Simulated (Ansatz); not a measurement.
Level of theory: DFT r2SCAN, scalar-relativistic, plane waves, PAW (Ansatz).

Settings: cutoff 500 eV, Γ-centred mesh 14×14×8 on the computed 2-atom cell, Gaussian smearing of 0.10 eV; no spin polarisation.

```
Pb
1.0
     2.94201   -1.69634    0.00188
     2.94201    1.69634    0.00188
    -2.04443    0.00000    5.81158
Pb
2
Cartesian
  -0.0459 0.0000 1.6428
  3.8855 0.0000 4.1725
```

Task: Is this geometry at equilibrium? Which atom feels the largest force?

Result: It isn't. Atom 2 (Pb) feels (0.00, 0.00, 0.70) eV/Å, 0.704 eV/Å in size, and symmetry-related atoms feel the same size.

Task: Give all forces and the stress.

Result:
| atom | Fx | Fy | Fz |
| --- | --- | --- | --- |
| Pb1 | 0.004 | 0.000 | -0.704 |
| Pb2 | -0.004 | 0.000 | 0.704 |
Stress (GPa, compression positive):
```
 5.99  0.00 -0.22
 0.00  5.79  0.00
-0.22  0.00  8.59
```

Spin–orbit coupling is left out, which can shift energies with elements as heavy as these.

This form isn't the element's structure at ambient conditions.